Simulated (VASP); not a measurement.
# Nb (I4/mmm) in VASP: a series of runs

The runs below take Nb through single point, with PBE.

Program: VASP 6.6.1. These are calculated values, not measurements. Logs are shortened: lines on timing, memory, paths and dates and some standing lists are left out, and cuts for length are marked.

## Step 1: The cell of the first run

Symmetry: I4/mmm, No. 139, tetragonal system. The conventional cell has a = 2.991 Å, b = 2.991 Å, c = 4.124 Å, α = 90.00°, β = 90.00°, γ = 90.00°. Nb (site symmetry 4/mmm) has 12 Nb at 2.95 to 2.99 Å as nearest neighbours.

This isn't the form of Nb at room conditions, which is bcc.

## Step 2: Single point, PBE (strain -0.0250 x Voigt [1, 0, 0, 0, 0, 0], atoms carried along)

The input, INCAR:

```
SYSTEM = Nb
PREC     = Accurate       ! precision mode
ENCUT    = 520            ! plane-wave cutoff, eV
EDIFF    = 1E-7           ! SCF threshold, eV
ISMEAR   = 0              ! smearing method
SIGMA    = 0.15           ! smearing width, eV
LREAL    = .FALSE.        ! projectors in reciprocal space
LASPH    = .TRUE.         ! aspherical terms in the spheres
NELM     = 100            ! most SCF steps
ALGO     = Fast           ! electronic algorithm
ISIF     = 2              ! what is computed and relaxed
LWAVE    = .FALSE.        ! write WAVECAR
LCHARG   = .FALSE.        ! write CHGCAR
GGA      = PE             ! functional
NBANDS   = 12             ! bands
```

The input, KPOINTS:

```
regular mesh
0
G
  20 20 20
  0 0 0
```

The input, POSCAR:

```
Nb
1.0
    0.0000000000      2.1150000000      2.1150000000
    2.0621250000      0.0000000000      2.1150000000
    2.0621250000      2.1150000000      0.0000000000
Nb
1
Direct
    0.0000000000      0.0000000000      0.0000000000
```

Potentials or basis: VASP PAW PBE potentials, release 64 (Nb_sv).

The run is started by

```bash
> cat potpaw_PBE.64/Nb_sv/POTCAR > POTCAR
> mpirun -np 1 vasp_std > vasp.out
```

OUTCAR:

```text
SYSTEM = Nb
   PREC = Accurate
   ENCUT = 520
   EDIFF = 1E-7
   ISMEAR = 0
   LREAL = .FALSE.
   LASPH = .TRUE.
   NELM = 100
   ISIF = 2
   GGA = PE

 ion  position               nearest neighbor table
   1  0.000  0.000  0.000-

  LATTYP: Found a body centered tetragonal cell.
 ALAT       =     2.9910616844
 C/A-ratio  =     1.3788582233

  Lattice vectors:

 A1 = (  -2.0621250000,   0.0000000000,  -2.1150000000)
 A2 = (  -2.0621250000,   0.0000000000,   2.1150000000)
 A3 = (   2.0621250000,   2.1150000000,   0.0000000000)

Analysis of symmetry for initial positions (statically):
=====================================================================
 Subroutine PRICEL returns:
 Original cell was already a primitive cell.

 Routine SETGRP: Setting up the symmetry group for a
 body centered tetragonal supercell.

 Subroutine GETGRP returns: Found 16 space group operations
 (whereof 16 operations were pure point group operations)
 out of a pool of 16 trial point group operations.

The static configuration has the point symmetry D_4h.

Analysis of symmetry for dynamics (positions and initial velocities):
=====================================================================
 Subroutine PRICEL returns:
 Original cell was already a primitive cell.

 Routine SETGRP: Setting up the symmetry group for a
 body centered tetragonal supercell.

 Subroutine GETGRP returns: Found 16 space group operations
 (whereof 16 operations were pure point group operations)
 out of a pool of 16 trial point group operations.

The dynamic configuration has the point symmetry D_4h.

 Subroutine INISYM returns: Found 16 space group operations
 (whereof 16 operations are pure point group operations),
 and found     1 'primitive' translations

----------------------------------------------------------------------------------------

                                     Primitive cell

  volume of cell :      18.4487

  direct lattice vectors                    reciprocal lattice vectors
     0.000000000  2.115000000  2.115000000    -0.242468328  0.236406619  0.236406619
     2.062125000  0.000000000  2.115000000     0.242468328 -0.236406619  0.236406619
     2.062125000  2.115000000  0.000000000     0.242468328  0.236406619 -0.236406619

  length of vectors
     2.991061684  2.953910039  2.953910039     0.412997663  0.412997663  0.412997663

  position of ions in fractional coordinates (direct lattice)
     0.000000000  0.000000000  0.000000000

  ion indices of the primitive-cell ions
   primitive index   ion index
                 1           1

----------------------------------------------------------------------------------------

 KPOINTS: regular mesh

Automatic generation of k-mesh.
 Grid dimensions read from file:
 generate k-points for:   20   20   20

 Generating k-lattice:

  Cartesian coordinates                     Fractional coordinates (reciprocal lattice)
    -0.012123416  0.011820331  0.011820331     0.050000000  0.000000000  0.000000000
     0.012123416 -0.011820331  0.011820331     0.000000000  0.050000000  0.000000000
     0.012123416  0.011820331 -0.011820331     0.000000000  0.000000000  0.050000000

  Length of vectors
     0.020649883  0.020649883  0.020649883

  Shift w.r.t. Gamma in fractional coordinates (k-lattice)
     0.000000000  0.000000000  0.000000000

 Subroutine IBZKPT returns following result:
 ===========================================

 Found    641 irreducible k-points:

 Following reciprocal coordinates:
            Coordinates               Weight
  0.000000  0.000000  0.000000      1.000000
  0.050000 -0.000000 -0.000000      8.000000
  0.100000 -0.000000 -0.000000      8.000000
  0.150000 -0.000000 -0.000000      8.000000
  0.200000 -0.000000 -0.000000      8.000000
  0.250000 -0.000000 -0.000000      8.000000
[... 16 lines left out ...]
 -0.400000  0.050000  0.000000     16.000000
 -0.350000  0.050000  0.000000     16.000000
 [... further k-points ...]
   k-points           NKPTS =    641   k-points in BZ     NKDIM =    641   number of bands    NBANDS=     12
   number of dos      NEDOS =    301   number of ions     NIONS =      1
   total plane-waves  NPLWV =  13824
   dimension x,y,z NGX =    24 NGY =   24 NGZ =   24
   dimension x,y,z NGXF=    48 NGYF=   48 NGZF=   48
   ions per type =               1
   NGX,Y,Z   is equivalent  to a cutoff of  13.34, 13.51, 13.51 a.u.
   NGXF,Y,Z  is equivalent  to a cutoff of  26.68, 27.01, 27.01 a.u.
 SYSTEM =  Nb
   PREC   = accura    normal or accurate (medium, high low for compatibility)
   ISTART =      0    job   : 0-new  1-cont  2-samecut
   ICHARG =      2    charge: 1-file 2-atom 10-const
   ISPIN  =      1    spin polarized calculation?
   LNONCOLLINEAR =      F non collinear calculations
   LSORBIT =      F    spin-orbit coupling
   LASPH  =      T    aspherical Exc in radial PAW
   ENCUT  =  520.0 eV  38.22 Ry    6.18 a.u.   5.56  5.49  5.49*2*pi/ulx,y,z
   NELM   =    100;   NELMIN=  2; NELMDL= -5     # of ELM steps
   EDIFF  = 0.1E-06   stopping-criterion for ELM
   LREAL  =      F    real-space projection
   EDIFFG = 0.1E-05   stopping-criterion for IOM
   NSW    =      0    number of steps for IOM
   IBRION =     -1    ionic relax: 0-MD 1-quasi-New 2-CG
   NFREE  =      0    steps in history (QN), initial steepest desc. (CG)
   ISIF   =      2    stress and relaxation
   ISYM   =      2    0-nonsym 1-usesym 2-fastsym
   POTIM  = 0.5000    time-step for ionic-motion
   TEBEG  =    0.0;   TEEND  =   0.0 temperature during run
   PSTRESS=    0.0 pullay stress
   NELECT =      13.0000    total number of electrons
   NUPDOWN=      -1.0000    fix difference up-down
   EMIN   =  10.00;   EMAX   =-10.00  energy-range for DOS
   EFERMI =   0.00;   METHOD = LEGACY
   ISMEAR =     0;   SIGMA  =   0.15  broadening in eV -4-tet -1-fermi 0-gaus
   EFERMI_NEDOS =   21; number of points for ismear=-14 and -15
   IALGO  =     68    algorithm
   IMIX   =      4    mixing-type and parameters
     AMIX     =   0.40;   BMIX     =  1.00
     AMIX_MAG =   1.60;   BMIX_MAG =  1.00
  volume/ion in A,a.u.               =      18.45       124.50
  Fermi-wavevector in a.u.,A,eV,Ry     =   1.456803  2.752958 28.875288  2.122274
  Thomas-Fermi vector in A             =   2.573678
   LORBIT       =      0    0 simple, 1 ext, 2 COOP (PROOUT), +10 PAW based schemes
   GGA     = PE    functional components
   LHFCALC =     F    Hartree Fock is set to
   AEXX    =    0.0000 exact exchange contribution
   IVDW    =     0    specifies the selected vdW correction
   LEPSILON=     F    determine dielectric tensor
   LRPA    =     F    only Hartree local field effects (RPA)
 non-spin polarized calculation
 RMM-DIIS sequential band-by-band and
 Gauss-broadening in eV      SIGMA  =   0.15
  energy-cutoff  :      520.00
  volume of cell :       18.45
 maximum number of plane-waves:       531
 NGX is ok and might be reduce to    24
   NGX = 11   NGY = 11   NGZ = 11

 number of electron      13.0000001 magnetization

 Free energy of the ion-electron system (eV)
  ---------------------------------------------------
  ext. energy  EPLUGINS =         0.00000000
  ---------------------------------------------------
  free energy    TOTEN  =        -9.90681997 eV

  energy without entropy =       -9.89054486  energy(sigma->0) =       -9.89868241

 E-fermi :  11.2095     XC(G=0): -12.3791

 val. band max:       11.2092097572   @ k =   0.3500   0.0500  -0.0000
 cond. band min:      11.2108966719   @ k =  -0.3500   0.0500   0.0500
 fundamental gap:      0.0016869147
 Fermi energy:        11.2094935875

 k-point     1 :       0.0000    0.0000    0.0000
  band No.  band energies     occupation
      1     -43.5658      2.00000
      2     -18.9208      2.00000
      3     -18.9208      2.00000
      4     -18.9206      2.00000
      5       4.9389      2.00000
      6      11.2050      1.03360
      7      11.2050      1.03360
      8      11.5030      0.00565
      9      13.7539      0.00000
     10      14.1474      0.00000
     11      23.0544      0.00000
     12      27.6418      0.00000

 k-point     2 :       0.0500   -0.0000   -0.0000
  band No.  band energies     occupation
      1     -43.5608      2.00000
      2     -18.9536      2.00000
      3     -18.9254      2.00000
      4     -18.9241      2.00000
      5       5.0346      2.00000
      6      11.1644      1.32918
      7      11.2492      0.70781
      8      11.5120      0.00434
      9      13.7177      0.00000
     10      14.1020      0.00000
     11      23.2491      0.00000
     12      27.3691      0.00000

 k-point     3 :       0.1000   -0.0000   -0.0000
  band No.  band energies     occupation
      1     -43.5463      2.00000
      2     -19.0485      2.00000
      3     -18.9386      2.00000
      4     -18.9343      2.00000
      5       5.3120      2.00000
      6      11.0023      1.94920
      7      11.3665      0.13891
      8      11.5942      0.00029
      9      13.6340      0.00000
     10      13.9888      0.00000
     11      23.7870      0.00000
     12      26.5584      0.00000

 k-point     4 :       0.1500   -0.0000   -0.0000
  band No.  band energies     occupation
      1     -43.5237      2.00000
      2     -19.1941      2.00000
      3     -18.9592      2.00000
      4     -18.9500      2.00000
      5       5.7394      2.00000
      6      10.7618      1.99998
      7      11.5047      0.00538
      8      11.7346      0.00000
      9      13.5788      0.00000
     10      13.8768      0.00000
     11      24.4488      0.00000
     12      25.7482      0.00000

 k-point     5 :       0.2000   -0.0000   -0.0000
  band No.  band energies     occupation
      1     -43.4950      2.00000
      2     -19.3743      2.00000
      3     -18.9851      2.00000
      4     -18.9698      2.00000
      5       6.2558      2.00000
      6      10.5536      2.00000
      7      11.5771      0.00053
      8      11.8395      0.00000
      9      13.6639      0.00000
     10      13.8741      0.00000
     11      24.2815      0.00000
     12      25.9159      0.00000
[... 228 lines left out ...]
      1     -43.3566      2.00000
      2     -20.1627      2.00000
      3     -19.1207      2.00000
      4     -19.0715      2.00000
      5       7.3898      2.00000
      6      10.8631      1.99891
      7      11.3151      0.31935
      8      12.4690      0.00000
      9      15.9067      0.00000
     10      16.1906      0.00000
     11      21.8337      0.00000
     12      23.0170      0.00000

 k-point    22 :      -0.4500    0.0500    0.0000
  band No.  band energies     occupation
      1     -43.3582      2.00000
      2     -20.1542      2.00000
      3     -19.1234      2.00000
      4     -19.0660      2.00000
      5       7.3939      2.00000
      6      10.8862      1.99770
      7      11.3212      0.29239
      8      12.3964      0.00000
      9      15.7421      0.00000
     10      16.2628      0.00000
     11      21.8589      0.00000
     12      23.1331      0.00000

 k-point    23 :      -0.4000    0.0500    0.0000
  band No.  band energies     occupation
      1     -43.3698      2.00000
      2     -20.0903      2.00000
      3     -19.1173      2.00000
      4     -19.0537      2.00000
      5       7.4110      2.00000
      6      10.9748      1.97308
      7      11.3937      0.08244
      8      11.9488      0.00000
      9      15.3499      0.00000
     10      16.0433      0.00000
     11      22.0375      0.00000
     12      23.8589      0.00000

 k-point    24 :      -0.3500    0.0500    0.0000
  band No.  band energies     occupation
      1     -43.3902      2.00000
      2     -19.9761      2.00000
      3     -19.1028      2.00000
      4     -19.0358      2.00000
      5       7.4027      2.00000
      6      11.1169      1.61730
      7      11.3238      0.28115
      8      11.5254      0.00290
      9      14.8259      0.00000
     10      15.6081      0.00000
     11      22.3664      0.00000
     12      24.9622      0.00000

 [... further k-points ...]

------------------------ aborting loop because EDIFF is reached ----------------------------------------

  FORCE on cell =-STRESS in cart. coord.  units (eV):
  Direction    XX          YY          ZZ          XY          YZ          ZX
  --------------------------------------------------------------------------------------
  -------------------------------------------------------------------------------------
  Total       -0.2842602      0.5539750      0.5539750     -0.0000000      0.0000000      0.0000000
  in kB      -24.6865817     48.1099627     48.1099627     -0.0000000      0.0000000      0.0000000
  external PRESSURE =      23.8444479 kB  Pullay stress =       0.0000000 kB

 VOLUME and BASIS-vectors are now :
 -----------------------------------------------------------------------------
  energy-cutoff  :      520.00
  volume of cell :       18.45
      direct lattice vectors                 reciprocal lattice vectors
     0.000000000  2.115000000  2.115000000    -0.242468328  0.236406619  0.236406619
     2.062125000  0.000000000  2.115000000     0.242468328 -0.236406619  0.236406619
     2.062125000  2.115000000  0.000000000     0.242468328  0.236406619 -0.236406619

 POSITION                                       TOTAL-FORCE (eV/Angst)
 -----------------------------------------------------------------------------------
      0.00000      0.00000      0.00000         0.000000      0.000000      0.000000
 -----------------------------------------------------------------------------------
    total drift:                                0.000000      0.000000     -0.000000

  FREE ENERGIE OF THE ION-ELECTRON SYSTEM (eV)
  ---------------------------------------------------
  free  energy   TOTEN  =        -9.9068199687 eV

  energy  without entropy=       -9.8905448602  energy(sigma->0) =       -9.89868241
```

It took 95 s on 1 thread of Intel Xeon 6975P-C (Granite Rapids), shared host; peak memory 0.25 GiB.

What came out:

| Quantity | Value |
| --- | --- |
| Free energy | -9.9068 eV |
| Pressure | 2.4 GPa |
| Band gap on the k mesh | none (metal or under the smearing width) |

Levels at points of the mesh, in eV from the Fermi level:
| k point | band 2 | band 3 | band 4 | band 5 | band 6 | band 7 | band 8 | band 9 | band 10 | band 11 |
| --- | --- | --- | --- | --- | --- | --- | --- | --- | --- | --- |
| (0.00, 0.00, 0.00) | -30.13 | -30.13 | -30.13 | -6.27 | 0.00 | 0.00 | 0.29 | 2.54 | 2.94 | 11.84 |
| (0.50, 0.00, 0.00) | -31.39 | -30.31 | -30.27 | -3.90 | -0.26 | 0.07 | 1.43 | 4.66 | 4.85 | 10.69 |
| (0.50, 0.50, 0.00) | -31.30 | -30.59 | -30.53 | -4.14 | -3.38 | 3.53 | 4.74 | 5.18 | 5.47 | 11.32 |
| (0.00, 0.50, 0.50) | -31.30 | -30.61 | -30.61 | -4.15 | -3.44 | 3.99 | 4.73 | 5.34 | 5.34 | 11.17 |

## Step 3: Single point, PBE (strain +0.1000 x Voigt [1, 0, 0, 0, 0, 0], atoms carried along)

The input, INCAR:

```
PREC     = Accurate       # precision mode
ENCUT    = 520            # plane-wave cutoff, eV
EDIFF    = 1E-6           # SCF threshold, eV
ISMEAR   = 0              # smearing method
SIGMA    = 0.15           # smearing width, eV
LREAL    = F              # projectors in reciprocal space
LASPH    = T              # aspherical terms in the spheres
NELM     = 100            # most SCF steps
ALGO     = Fast           # electronic algorithm
ISIF     = 2              # what is computed and relaxed
LWAVE    = F              # write WAVECAR
LCHARG   = F              # write CHGCAR
GGA      = PE             # functional
NBANDS   = 12             # bands
```

The input, KPOINTS:

```
Automatic mesh
0
Gamma
  20 20 20
```

The input, POSCAR:

```
Nb
1.0
    0.0000000000      2.1150000000      2.1150000000
    2.3265000000      0.0000000000      2.1150000000
    2.3265000000      2.1150000000      0.0000000000
Nb
1
Direct
    0.0000000000      0.0000000000      0.0000000000
```

Potentials or basis: VASP PAW PBE potentials, release 64 (Nb_sv).

The run is started by

```bash
> cat potpaw_PBE.64/Nb_sv/POTCAR > POTCAR
> mpirun -np 1 vasp_std > vasp.out
```

Wall time 83 s (1 thread of Intel Xeon 6975P-C (Granite Rapids), shared host); peak memory 0.26 GiB.

It converged, with:

```
Free energy            : -9.8587 eV
Pressure               : -15.1 GPa
Band gap on the k mesh : none (metal or under the smearing width)
```

Stress tensor (GPa, compression positive):
```
 -7.94   0.00   0.00
  0.00 -18.73   0.00
  0.00   0.00 -18.73
```

Levels at points of the mesh, in eV from the Fermi level:
| k point | band 4 | band 5 | band 6 | band 7 | band 8 | band 9 |
| --- | --- | --- | --- | --- | --- | --- |
| (0.00, 0.00, 0.00) | -30.40 | -5.90 | -0.44 | 0.60 | 0.60 | 1.69 |
| (0.50, 0.00, 0.00) | -30.46 | -3.40 | -0.43 | 0.60 | 1.12 | 3.89 |
| (0.50, 0.50, 0.00) | -30.70 | -3.46 | -2.78 | 3.63 | 3.95 | 4.05 |
| (0.00, 0.50, 0.50) | -30.62 | -3.48 | -2.71 | 2.10 | 4.22 | 4.54 |

Caveat: so large a pressure means that the cell lies far from this level's equilibrium, or that cutoff or potentials fall short.

## Step 4: Single point, PBE (strain +0.0875 x Voigt [1, 0, 0, 0, 0, 0], atoms carried along)

The input, INCAR:

```
  PREC = Accurate
  ENCUT = 520
  EDIFF = 1E-6
  ISMEAR = 0
  SIGMA = 0.15
  LREAL = False
  LASPH = True
  NELM = 100
  ALGO = Fast
  ISIF = 2
  LWAVE = False
  LCHARG = False
  GGA = PE
  NBANDS = 12
```

The input, KPOINTS:

```
regular mesh
0
Gamma
  20 20 20
```

The input, POSCAR:

```
Nb
1.0
    0.0000000000      2.1150000000      2.1150000000
    2.3000625000      0.0000000000      2.1150000000
    2.3000625000      2.1150000000      0.0000000000
Nb
1
Direct
    0.0000000000      0.0000000000      0.0000000000
```

The run is started by

```bash
> cat potpaw_PBE.64/Nb_sv/POTCAR > POTCAR
> mpirun -np 1 vasp_std > vasp.out
```

Wall time 84 s (1 thread of Intel Xeon 6975P-C (Granite Rapids), shared host); peak memory 0.26 GiB.

It converged, with:

```
Free energy            : -9.8693 eV
Pressure               : -13.8 GPa
Band gap on the k mesh : none (metal or under the smearing width)
```

Stress tensor (GPa, compression positive):
```
 -6.60   0.00   0.00
  0.00 -17.35   0.00
  0.00   0.00 -17.35
```

Levels at points of the mesh, in eV from the Fermi level:
| k point | band 2 | band 3 | band 4 | band 5 | band 6 | band 7 | band 8 | band 9 | band 10 | band 11 |
| --- | --- | --- | --- | --- | --- | --- | --- | --- | --- | --- |
| (0.00, 0.00, 0.00) | -30.43 | -30.39 | -30.39 | -5.94 | -0.39 | 0.54 | 0.54 | 1.80 | 3.04 | 11.83 |
| (0.50, 0.00, 0.00) | -31.29 | -30.58 | -30.45 | -3.46 | -0.40 | 0.52 | 1.13 | 3.96 | 4.38 | 9.34 |
| (0.50, 0.50, 0.00) | -31.23 | -30.83 | -30.69 | -3.53 | -2.85 | 3.61 | 4.03 | 4.18 | 5.12 | 9.81 |
| (0.00, 0.50, 0.50) | -31.21 | -30.63 | -30.63 | -3.54 | -2.77 | 2.25 | 4.26 | 4.61 | 4.61 | 11.34 |

## Step 5: Overview

```csv
cell,further INCAR settings,gap on the mesh (eV),pressure (GPa)
"strain -0.0250 x Voigt [1, 0, 0, 0, 0, 0], atoms carried along",ALGO = Fast; EDIFF = 1e-07; NBANDS = 12,none,2.4
"strain +0.1000 x Voigt [1, 0, 0, 0, 0, 0], atoms carried along",ALGO = Fast; EDIFF = 1e-06; NBANDS = 12,none,-15.1
"strain +0.0875 x Voigt [1, 0, 0, 0, 0, 0], atoms carried along",ALGO = Fast; EDIFF = 1e-06; NBANDS = 12,none,-13.8
```

Alike in all rows: task single point; level PBE; potentials or basis VASP PAW PBE potentials, release 64 (Nb_sv); no spin polarisation; k mesh 20 × 20 × 20; cutoff (eV) 520; smearing gaussian 0.15 eV.

Caveats: so large a pressure means that the cell lies far from this level's equilibrium, or that cutoff or potentials fall short (some runs).

Absolute energies hang on the potentials; compare differences alone.
